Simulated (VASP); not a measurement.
# Li2S (Fm-3m) in VASP: single point with PBE

Aim: the single point of Li2S with PBE.

All numbers are computed with VASP 6.6.1; they aren't measurements. Logs are shortened: lines on timing, memory, paths and dates and some standing lists are left out, and cuts for length are marked.

### Step 1. The crystal as given

Symmetry: Fm-3m, No. 225, cubic system. The conventional cell has a = 5.670 Å, b = 5.670 Å, c = 5.670 Å, α = 90.00°, β = 90.00°, γ = 90.00°. Li (site symmetry -43m) is surrounded by 4 S at 2.46 Å. S (site symmetry m-3m) is surrounded by 8 Li at 2.46 Å.

The cell comes from a database or a generator and needn't be the stable form of this composition.

### Step 2. Single point, PBE

INCAR

```
PREC = Accurate
ENCUT = 520
EDIFF = 1E-6
ISMEAR = 0
SIGMA = 0.1
LREAL = False
LASPH = True
NELM = 100
ALGO = Normal
ISIF = 2
LWAVE = False
LCHARG = False
GGA = PE
NBANDS = 13
```

KPOINTS

```
Automatic mesh
0
Gamma
  6 6 6
```

POSCAR

```
Li2S
1.0
    0.0000000000      2.8351680000      2.8351680000
    2.8351680000      0.0000000000      2.8351680000
    2.8351680000      2.8351680000      0.0000000000
Li S
2 1
Direct
    0.7500000000      0.7500000000      0.7500000000
    0.2500000000      0.2500000000      0.2500000000
    0.0000000000      0.0000000000      0.0000000000
```

Potentials or basis: VASP PAW PBE potentials, release 64 (Li_sv, S).

Run with:

```
> cat potpaw_PBE.64/Li_sv/POTCAR potpaw_PBE.64/S/POTCAR > POTCAR
> mpirun -np 1 vasp_std > vasp.out
```

OUTCAR:

```text
PREC = Accurate
   ENCUT = 520
   EDIFF = 1E-6
   ISMEAR = 0
   LREAL = False
   LASPH = True
   NELM = 100
   ISIF = 2
   GGA = PE

 ion  position               nearest neighbor table
   1  0.750  0.750  0.750-   3 2.46   3 2.46   3 2.46   3 2.46
   2  0.250  0.250  0.250-   3 2.46   3 2.46   3 2.46   3 2.46
   3  0.000  0.000  0.000-   1 2.46   2 2.46   1 2.46   1 2.46   1 2.46   2 2.46   2 2.46   2 2.46

  LATTYP: Found a face centered cubic cell.
 ALAT       =     5.6703360000

  Lattice vectors:

 A1 = (   0.0000000000,   2.8351680000,   2.8351680000)
 A2 = (   2.8351680000,   0.0000000000,   2.8351680000)
 A3 = (   2.8351680000,   2.8351680000,   0.0000000000)

Analysis of symmetry for initial positions (statically):
=====================================================================
 Subroutine PRICEL returns:
 Original cell was already a primitive cell.

 Routine SETGRP: Setting up the symmetry group for a
 face centered cubic supercell.

 Subroutine GETGRP returns: Found 48 space group operations
 (whereof 48 operations were pure point group operations)
 out of a pool of 48 trial point group operations.

The static configuration has the point symmetry O_h .

Analysis of symmetry for dynamics (positions and initial velocities):
=====================================================================
 Subroutine PRICEL returns:
 Original cell was already a primitive cell.

 Routine SETGRP: Setting up the symmetry group for a
 face centered cubic supercell.

 Subroutine GETGRP returns: Found 48 space group operations
 (whereof 48 operations were pure point group operations)
 out of a pool of 48 trial point group operations.

The dynamic configuration has the point symmetry O_h .

 Subroutine INISYM returns: Found 48 space group operations
 (whereof 48 operations are pure point group operations),
 and found     1 'primitive' translations

----------------------------------------------------------------------------------------

                                     Primitive cell

  volume of cell :      45.5792

  direct lattice vectors                    reciprocal lattice vectors
     0.000000000  2.835168000  2.835168000    -0.176356392  0.176356392  0.176356392
     2.835168000  0.000000000  2.835168000     0.176356392 -0.176356392  0.176356392
     2.835168000  2.835168000  0.000000000     0.176356392  0.176356392 -0.176356392

  length of vectors
     4.009533037  4.009533037  4.009533037     0.305458232  0.305458232  0.305458232

  position of ions in fractional coordinates (direct lattice)
     0.750000000  0.750000000  0.750000000
     0.250000000  0.250000000  0.250000000
     0.000000000  0.000000000  0.000000000

  ion indices of the primitive-cell ions
   primitive index   ion index
                 1           1
                 2           2
                 3           3

----------------------------------------------------------------------------------------

 KPOINTS: Automatic mesh

Automatic generation of k-mesh.
 Grid dimensions read from file:
 generate k-points for:    6    6    6

 Generating k-lattice:

  Cartesian coordinates                     Fractional coordinates (reciprocal lattice)
    -0.029392732  0.029392732  0.029392732     0.166666667  0.000000000  0.000000000
     0.029392732 -0.029392732  0.029392732     0.000000000  0.166666667  0.000000000
     0.029392732  0.029392732 -0.029392732     0.000000000  0.000000000  0.166666667

  Length of vectors
     0.050909705  0.050909705  0.050909705

  Shift w.r.t. Gamma in fractional coordinates (k-lattice)
     0.000000000  0.000000000  0.000000000

 Subroutine IBZKPT returns following result:
 ===========================================

 Found     16 irreducible k-points:

 Following reciprocal coordinates:
            Coordinates               Weight
  0.000000  0.000000  0.000000      1.000000
  0.166667  0.000000  0.000000      8.000000
  0.333333  0.000000  0.000000      8.000000
  0.500000  0.000000  0.000000      4.000000
  0.166667  0.166667  0.000000      6.000000
  0.333333  0.166667  0.000000     24.000000
[... 8 lines left out ...]
 -0.333333  0.333333  0.166667     24.000000
 -0.333333  0.500000  0.166667     12.000000
   k-points           NKPTS =     16   k-points in BZ     NKDIM =     16   number of bands    NBANDS=     13
   number of dos      NEDOS =    301   number of ions     NIONS =      3
   total plane-waves  NPLWV =  27000
   dimension x,y,z NGX =    30 NGY =   30 NGZ =   30
   dimension x,y,z NGXF=    60 NGYF=   60 NGZF=   60
   ions per type =               2   1
   NGX,Y,Z   is equivalent  to a cutoff of  12.44, 12.44, 12.44 a.u.
   NGXF,Y,Z  is equivalent  to a cutoff of  24.88, 24.88, 24.88 a.u.
 SYSTEM =  unknown system
   PREC   = accura    normal or accurate (medium, high low for compatibility)
   ISTART =      0    job   : 0-new  1-cont  2-samecut
   ICHARG =      2    charge: 1-file 2-atom 10-const
   ISPIN  =      1    spin polarized calculation?
   LNONCOLLINEAR =      F non collinear calculations
   LSORBIT =      F    spin-orbit coupling
   LASPH  =      T    aspherical Exc in radial PAW
   ENCUT  =  520.0 eV  38.22 Ry    6.18 a.u.   7.46  7.46  7.46*2*pi/ulx,y,z
   NELM   =    100;   NELMIN=  2; NELMDL= -5     # of ELM steps
   EDIFF  = 0.1E-05   stopping-criterion for ELM
   LREAL  =      F    real-space projection
   EDIFFG = 0.1E-04   stopping-criterion for IOM
   NSW    =      0    number of steps for IOM
   IBRION =     -1    ionic relax: 0-MD 1-quasi-New 2-CG
   NFREE  =      0    steps in history (QN), initial steepest desc. (CG)
   ISIF   =      2    stress and relaxation
   ISYM   =      2    0-nonsym 1-usesym 2-fastsym
   POTIM  = 0.5000    time-step for ionic-motion
   TEBEG  =    0.0;   TEEND  =   0.0 temperature during run
   PSTRESS=    0.0 pullay stress
   NELECT =      12.0000    total number of electrons
   NUPDOWN=      -1.0000    fix difference up-down
   EMIN   =  10.00;   EMAX   =-10.00  energy-range for DOS
   EFERMI =   0.00;   METHOD = LEGACY
   ISMEAR =     0;   SIGMA  =   0.10  broadening in eV -4-tet -1-fermi 0-gaus
   EFERMI_NEDOS =   21; number of points for ismear=-14 and -15
   IALGO  =     38    algorithm
   IMIX   =      4    mixing-type and parameters
     AMIX     =   0.40;   BMIX     =  1.00
     AMIX_MAG =   1.60;   BMIX_MAG =  1.00
  volume/ion in A,a.u.               =      15.19       102.53
  Fermi-wavevector in a.u.,A,eV,Ry     =   1.049252  1.982799 14.979057  1.100930
  Thomas-Fermi vector in A             =   2.184207
   LORBIT       =      0    0 simple, 1 ext, 2 COOP (PROOUT), +10 PAW based schemes
   GGA     = PE    functional components
   LHFCALC =     F    Hartree Fock is set to
   AEXX    =    0.0000 exact exchange contribution
   IVDW    =     0    specifies the selected vdW correction
   LEPSILON=     F    determine dielectric tensor
   LRPA    =     F    only Hartree local field effects (RPA)
 non-spin polarized calculation
 Gauss-broadening in eV      SIGMA  =   0.10
  energy-cutoff  :      520.00
  volume of cell :       45.58
 maximum number of plane-waves:      1243
 NGX is ok and might be reduce to    30
   NGX = 15   NGY = 15   NGZ = 15

 number of electron      11.9999998 magnetization

 Free energy of the ion-electron system (eV)
  ---------------------------------------------------
  ext. energy  EPLUGINS =         0.00000000
  ---------------------------------------------------
  free energy    TOTEN  =       -11.99359085 eV

  energy without entropy =      -11.99359085  energy(sigma->0) =      -11.99359085

 E-fermi :   2.0730     XC(G=0):  -8.5623

 val. band max:        1.5550318026   @ k =   0.0000   0.0000   0.0000
 cond. band min:       4.9337226166   @ k =   0.5000   0.5000   0.0000
 fundamental gap:      3.3786908140
 Fermi energy:         2.0729652853

 k-point     1 :       0.0000    0.0000    0.0000
  band No.  band energies     occupation
      1     -42.5987      2.00000
      2     -42.5535      2.00000
      3      -9.5066      2.00000
      4       1.5550      2.00000
      5       1.5550      2.00000
      6       1.5550      2.00000
      7       5.9056      0.00000
      8       7.7910      0.00000
      9       7.7910      0.00000
     10       7.7910      0.00000
     11      12.7723      0.00000
     12      12.7723      0.00000
     13      14.0557      0.00000

 k-point     2 :       0.1667    0.0000    0.0000
  band No.  band energies     occupation
      1     -42.5955      2.00000
      2     -42.5563      2.00000
      3      -9.4066      2.00000
      4       0.5893      2.00000
      5       1.4053      2.00000
      6       1.4053      2.00000
      7       6.5649      0.00000
      8       8.1696      0.00000
      9       8.1697      0.00000
     10       8.4171      0.00000
     11      11.5388      0.00000
     12      11.5388      0.00000
     13      14.3304      0.00000

 k-point     3 :       0.3333    0.0000    0.0000
  band No.  band energies     occupation
      1     -42.5867      2.00000
      2     -42.5642      2.00000
      3      -9.1859      2.00000
      4      -0.7923      2.00000
      5       1.1491      2.00000
      6       1.1491      2.00000
      7       7.3707      0.00000
      8       8.3195      0.00000
      9       8.3195      0.00000
     10       9.5685      0.00000
     11      12.0295      0.00000
     12      12.0295      0.00000
     13      15.0600      0.00000

 k-point     4 :       0.5000    0.0000    0.0000
  band No.  band energies     occupation
      1     -42.5752      2.00000
      2     -42.5752      2.00000
      3      -9.0630      2.00000
      4      -1.3642      2.00000
      5       1.0374      2.00000
      6       1.0374      2.00000
      7       7.7369      0.00000
      8       8.1373      0.00000
      9       8.1373      0.00000
     10      10.0407      0.00000
     11      14.4597      0.00000
     12      14.4597      0.00000
     13      14.6532      0.00000

 k-point     5 :       0.1667    0.1667    0.0000
  band No.  band energies     occupation
      1     -42.5947      2.00000
      2     -42.5570      2.00000
      3      -9.3741      2.00000
      4       0.7771      2.00000
      5       1.1039      2.00000
      6       1.1039      2.00000
      7       6.6287      0.00000
      8       8.0058      0.00000
      9       8.6584      0.00000
     10       8.6584      0.00000
     11      10.4169      0.00000
     12      13.2208      0.00000
     13      15.0207      0.00000
[... 129 lines left out ...]
 k-point    14 :       0.5000    0.3333    0.1667
  band No.  band energies     occupation
      1     -42.5826      2.00000
      2     -42.5676      2.00000
      3      -9.0410      2.00000
      4      -0.6525      2.00000
      5       0.1473      2.00000
      6       0.6312      2.00000
      7       6.9087      0.00000
      8       8.7517      0.00000
      9       9.3049      0.00000
     10      10.9109      0.00000
     11      11.4896      0.00000
     12      14.0347      0.00000
     13      15.6582      0.00000

 k-point    15 :      -0.3333    0.3333    0.1667
  band No.  band energies     occupation
      1     -42.5750      2.00000
      2     -42.5750      2.00000
      3      -8.9588      2.00000
      4      -0.8402      2.00000
      5      -0.0160      2.00000
      6       0.3575      2.00000
      7       7.2214      0.00000
      8       8.5108      0.00000
      9      10.6116      0.00000
     10      11.1114      0.00000
     11      11.3706      0.00000
     12      13.3927      0.00000
     13      14.9586      0.00000

 k-point    16 :      -0.3333    0.5000    0.1667
  band No.  band energies     occupation
      1     -42.5786      2.00000
      2     -42.5711      2.00000
      3      -8.9255      2.00000
      4      -0.4729      2.00000
      5      -0.1610      2.00000
      6      -0.1046      2.00000
      7       6.2419      0.00000
      8       9.5453      0.00000
      9       9.9737      0.00000
     10      11.7004      0.00000
     11      13.1461      0.00000
     12      14.0799      0.00000
     13      14.2211      0.00000

------------------------ aborting loop because EDIFF is reached ----------------------------------------

  FORCE on cell =-STRESS in cart. coord.  units (eV):
  Direction    XX          YY          ZZ          XY          YZ          ZX
  --------------------------------------------------------------------------------------
  -------------------------------------------------------------------------------------
  Total        0.1976685      0.1976685      0.1976685     -0.0000000     -0.0000000      0.0000000
  in kB        6.9483502      6.9483502      6.9483502     -0.0000000     -0.0000000      0.0000000
  external PRESSURE =       6.9483502 kB  Pullay stress =       0.0000000 kB

 VOLUME and BASIS-vectors are now :
 -----------------------------------------------------------------------------
  energy-cutoff  :      520.00
  volume of cell :       45.58
      direct lattice vectors                 reciprocal lattice vectors
     0.000000000  2.835168000  2.835168000    -0.176356392  0.176356392  0.176356392
     2.835168000  0.000000000  2.835168000     0.176356392 -0.176356392  0.176356392
     2.835168000  2.835168000  0.000000000     0.176356392  0.176356392 -0.176356392

 POSITION                                       TOTAL-FORCE (eV/Angst)
 -----------------------------------------------------------------------------------
      4.25275      4.25275      4.25275        -0.000000     -0.000000     -0.000000
      1.41758      1.41758      1.41758         0.000000      0.000000      0.000000
      0.00000      0.00000      0.00000        -0.000000     -0.000000     -0.000000
 -----------------------------------------------------------------------------------
    total drift:                                0.000000     -0.000000      0.000000

  FREE ENERGIE OF THE ION-ELECTRON SYSTEM (eV)
  ---------------------------------------------------
  free  energy   TOTEN  =       -11.9935908547 eV

  energy  without entropy=      -11.9935908547  energy(sigma->0) =      -11.99359085
```

Run time: 8.2 s. Hardware: 1 thread of Intel Xeon Platinum 8488C (Sapphire Rapids), shared host; peak memory 0.15 GiB.

What came out:

```yaml
Free_energy: -11.9936 eV
Band_gap_on_the_k_mesh: 3.38 eV, indirect (least direct gap 4.35 eV)
```

Caveat: the cutoff is under 1.25 times the usual one of these potentials, so pressure, stress and relaxed cells hold a basis-set (Pulay) error. A k mesh can miss the band edges.
